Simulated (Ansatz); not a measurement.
**Field gradients against strain in ZrO$_{2}$**

```xyz
6
Lattice="3.5961 0.0000 0.0000 0.0000 3.5961 0.0000 0.0000 0.0000 5.1770" Properties=species:S:1:pos:R:3 pbc="T T T"
Zr    0.0000    0.0000    0.0000
Zr    1.7980    1.7980    2.5885
O     0.0000    1.7980    1.0509
O     0.0000    1.7980    3.6394
O     1.7980    0.0000    1.5376
O     1.7980    0.0000    4.1261
```

Atoms are numbered in the order listed.

The geometry is COD entry 2300612, unchecked; take it as a test cell.

All numbers below come from Ansatz 0.2.0, DFT, PBE, all-electron PAW with datasets made for the crystal, scalar-relativistic.

Sampling and basis: a Γ-centred 6×6×4 k mesh, Fermi–Dirac smearing of 0.01 eV, cutoff 400 eV (chosen by the program for this cell), no spin polarisation.

The cell is scaled evenly. Fractional coordinates are held (clamped ions).

The columns are Cartesian components of the electric field gradient at the nuclei, in 10²¹ V/m².

No spin–orbit coupling: at heavy atoms the gradients can be off by tens of per cent for that reason.

Only quantities that a quadratic follows smoothly over the whole series are listed; rougher ones are left out.

```csv
ln(V/Vcell),Vzz at Zr1
-0.0408,5.01
-0.0202,4.92
0.0000,4.82
0.0100,4.78
0.0198,4.73
```

Q: Fit the series and give the gradient–strain slopes.

A: Least-squares fits y = p0 + p1 x + p2 x² to the rows give Vzz at Zr1: p1 = -4.68, p2 = -2.7. The slopes p1 are in 10²¹ V/m² per unit strain, for clamped ions.

Q: One run, at ln(V/Vcell) = -0.0101, is withheld. Predict its row.

A: The fits give 4.87; the run gave 4.87.
